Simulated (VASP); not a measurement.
Write the native input for VASP 6.6.1 that does the following.

```yaml
Task: band structure
Functional: TB-mBJ
Potentials_or_basis: VASP PAW PBE potentials, release 64 (Hg, Se)
Cutoff: 520 eV
k_mesh: 10 × 10 × 10
Occupations: gaussian, width 0.03 eV
Spin: no spin polarisation
Further_INCAR_settings: ALGO = Normal; EDIFF = 1e-06; NBANDS = 16
```

Crystal: HgSe.

```xyz
2
Lattice="0.0000 3.0728 3.0728 3.0728 0.0000 3.0728 3.0728 3.0728 0.0000" Properties=species:S:1:pos:R:3 pbc="T T T"
Hg    0.0000    0.0000    0.0000
Se    1.5364    1.5364    1.5364
```

One way to write it, as run:

POSCAR

```
HgSe                                    
1.0
    0.0000000000      3.0728100868      3.0728100868
    3.0728100868      0.0000000000      3.0728100868
    3.0728100868      3.0728100868      0.0000000000
  Hg              Se            
     1     1
Direct
     0.0000000000000000    0.0000000000000000    0.0000000000000000
     0.2500000000000000    0.2500000000000000    0.2500000000000000
```

INCAR.step1

```
SYSTEM = HgSe
PREC = Accurate
ENCUT = 520
EDIFF = 1E-5
ISMEAR = 0
SIGMA = 0.03
LREAL = .False.
LASPH = .True.
NELM = 80
ALGO = Normal
ISIF = 2
LWAVE = .True.
LCHARG = .False.
NBANDS = 16
KPAR = 4
GGA = PE
```

INCAR.step2

```
SYSTEM = HgSe
PREC = Accurate
ENCUT = 520
EDIFF = 1E-6
ISMEAR = 0
SIGMA = 0.03
LREAL = .False.
LASPH = .True.
NELM = 80
ALGO = Normal
ISIF = 2
LWAVE = .False.
LCHARG = .False.
METAGGA = MBJ
NBANDS = 16
KPAR = 4
ISTART = 1
```

KPOINTS

```
regular mesh
0
Gamma
  10 10 10
  0 0 0
```

KPOINTS_OPT

```
explicit points
252
Reciprocal
 0.0000000000  0.0000000000  0.0000000000 1
 0.0357142857  0.0000000000  0.0357142857 1
 0.0714285714  0.0000000000  0.0714285714 1
 0.1071428571  0.0000000000  0.1071428571 1
 0.1428571429  0.0000000000  0.1428571429 1
 0.1785714286  0.0000000000  0.1785714286 1
[... 244 lines left out ...]
 0.5119702700  0.0239405400  0.5119702700 1
 0.4880297300 -0.0239405400  0.4880297300 1
```

Potentials or basis: VASP PAW PBE potentials, release 64 (Hg, Se).

Launch:

```sh
$ cat potpaw_PBE.64/Hg/POTCAR potpaw_PBE.64/Se/POTCAR > POTCAR
$ cp INCAR.step1 INCAR
$ mpirun -np 4 vasp_std > vasp.out
$ cp INCAR.step2 INCAR
$ mpirun -np 4 vasp_std > vasp.out
```

It gave:

```yaml
Band_gap_on_the_k_mesh: 0.05 eV, direct
Band_gap_along_the_path: 0.05 eV, direct
```

Caveat: spin-orbit coupling is left out, which moves the levels of the heavy elements.

Wall time 37 s on 4 MPI ranks on Intel(R) Xeon(R) Platinum 8488C (Sapphire Rapids), on a shared host, peak memory 0.24 GiB a rank.
